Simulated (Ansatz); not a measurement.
Response of Ga to small distortions

```
Ga
1.0
     2.25535   -3.82240    0.00000
     2.25535    3.82240    0.00000
     0.00000    0.00000    4.51670
Ga
4
Direct
  0.15250 0.84750 0.07850
  0.65250 0.34750 0.42150
  0.84750 0.15250 0.92150
  0.34750 0.65250 0.57850
```

Atom numbers follow the list: Ga1, Ga2, Ga3, Ga4.

The cell is COD entry 9008562, as deposited and not checked against the literature; nothing was relaxed.

Computed with DFT, PBEsol, all-electron LAPW, scalar-relativistic (Ansatz 0.2.0).

Settings: a Γ-centred 9×9×8 k mesh, Fermi–Dirac smearing of 0.05 eV, basis error target 1 meV/atom, no spin polarisation.

The unchanged cell is at -1.17 GPa.

In a metal, stresses and small energies carry noise from the k mesh.

x, y and z are the Cartesian axes of the cell as listed; fractional coordinates follow a strain, and an engineering shear is twice the off-diagonal strain component.

Problem. With this change (equal xy, yz and zx engineering shear strains of -3 %), what becomes of the energy and stress and forces?

Solution. Energy change +6 meV/atom; stress change (xx, yy, zz, yz, xz, xy) 0.14, 0.24, 0.18, 1.60, 1.04, 0.95 GPa, compression positive; change of the force on Ga3 (0.032, -0.100, -0.034) eV/Å.

Problem. With this change (equal xy, yz and zx engineering shear strains of -1 %), what becomes of the energy and stress and forces?

Solution. Energy change under 1 meV/atom; stress change (xx, yy, zz, yz, xz, xy) 0.02, 0.04, 0.01, 0.52, 0.31, 0.29 GPa, compression positive; change of the force on Ga3 (0.013, -0.030, -0.012) eV/Å.

Problem. With this change (equal xy, yz and zx engineering shear strains of +2 %), what becomes of the energy and stress and forces?

Solution. Energy change +3 meV/atom; stress change (xx, yy, zz, yz, xz, xy) 0.07, 0.14, 0.06, -1.03, -0.62, -0.59 GPa, compression positive; change of the force on Ga2 (-0.016, 0.060, -0.023) eV/Å.

Problem. With this change (equal xy, yz and zx engineering shear strains of -2 %), what becomes of the energy and stress and forces?

Solution. Energy change +3 meV/atom; stress change (xx, yy, zz, yz, xz, xy) 0.06, 0.12, 0.07, 1.05, 0.63, 0.61 GPa, compression positive; change of the force on Ga3 (0.024, -0.063, -0.023) eV/Å.

Problem. With this change (equal xy, yz and zx engineering shear strains of +1 %), what becomes of the energy and stress and forces?

Solution. Energy change under 1 meV/atom; stress change (xx, yy, zz, yz, xz, xy) 0.02, 0.04, 0.01, -0.51, -0.31, -0.29 GPa, compression positive; change of the force on Ga2 (-0.007, 0.029, -0.012) eV/Å.

With equal xy, yz and zx engineering shear strains of +3 %: energy change +6 meV/atom; stress change (xx, yy, zz, yz, xz, xy) 0.13, 0.30, 0.17, -1.53, -1.00, -0.88 GPa, compression positive; change of the force on Ga2 (-0.027, 0.095, -0.034) eV/Å.
